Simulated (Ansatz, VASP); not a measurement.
Given: the input of a run of VASP 6.6.1 on ZrC.

File INCAR:

```
SYSTEM = ZrC
PREC     = Accurate       ! precision mode
ENCUT    = 520            ! plane-wave cutoff, eV
EDIFF    = 1E-6           ! SCF threshold, eV
ISMEAR   = 0              ! smearing method
SIGMA    = 0.1            ! smearing width, eV
LREAL    = .FALSE.        ! projectors in reciprocal space
LASPH    = .TRUE.         ! aspherical terms in the spheres
NELM     = 60             ! most SCF steps
ALGO     = Normal         ! electronic algorithm
ISIF     = 2              ! what is computed and relaxed
LWAVE    = .FALSE.        ! write WAVECAR
LCHARG   = .TRUE.         ! write CHGCAR
GGA      = PS             ! functional
LELF     = .TRUE.         ! ELF
LVHAR    = .TRUE.       
NBANDS   = 15             ! bands
```

Contents of KPOINTS:

```
Automatic mesh
0
G
  10 10 10
  0 0 0
```

Contents of POSCAR:

```
ZrC
1.0
    0.0000000000      2.3650000000      2.3650000000
    2.3650000000      0.0000000000      2.3650000000
    2.3650000000      2.3650000000      0.0000000000
Zr C
1 1
Direct
    0.5000000000      0.5000000000      0.5000000000
    0.0000000000      0.0000000000      0.0000000000
```

Potentials or basis: VASP PAW PBE potentials, release 54 (Zr_sv, C).

The run is started by

```sh
$ cat potpaw_PBE.54/Zr_sv/POTCAR potpaw_PBE.54/C/POTCAR > POTCAR
$ mpirun -np 1 vasp_std > vasp.out
```

Task: Translate it to Ansatz 0.2.0. Potentials there: Ansatz PAW.

Result: As run (the cutoff follows the program's own potentials):

File input.yaml:

```yaml
crystal:
  lattice:
    - [0.0, 2.365, 2.365]
    - [2.365, 0.0, 2.365]
    - [2.365, 2.365, 0.0]
  atoms:
    - { symbol: Zr, position: [0.5, 0.5, 0.5] }
    - { symbol: C, position: [0.0, 0.0, 0.0] }
hamiltonian:
  xc: pbesol
  pseudopotentials: { kind: paw }
kpoints:
  mp_grid: { grid: [10, 10, 10] }
scf:
  occupations: { method: gaussian, width: 0.1 }
output:
  forces: true
  stress: true
  eigenvalues: true
```

Potentials or basis: Ansatz PAW.

Run with:

```console
$ ansatz run input.yaml --threads 2 --pin off --max-ram 5632MiB --backend cpu --events-out ev --progress --plain --runs-dir out
```

Both were run:

|  | VASP | Ansatz | Ansatz less VASP |
| --- | --- | --- | --- |
| gap on the k mesh at the Fermi level (eV) | none | none | - |
| pressure (GPa) | -8.2 | -8.5 | -0.34 |

A gap of «none» marks a metal or a gap that the smearing closes. With one functional, cell and mesh, what is left measures potentials, basis and numerics.

Caveats: the PAW data sets were made with another functional, which shifts forces and pressure a little (VASP); the PAW data sets come from PBE, with cores solved anew for the run's functional, which leaves a small shift of forces and pressure (Ansatz).
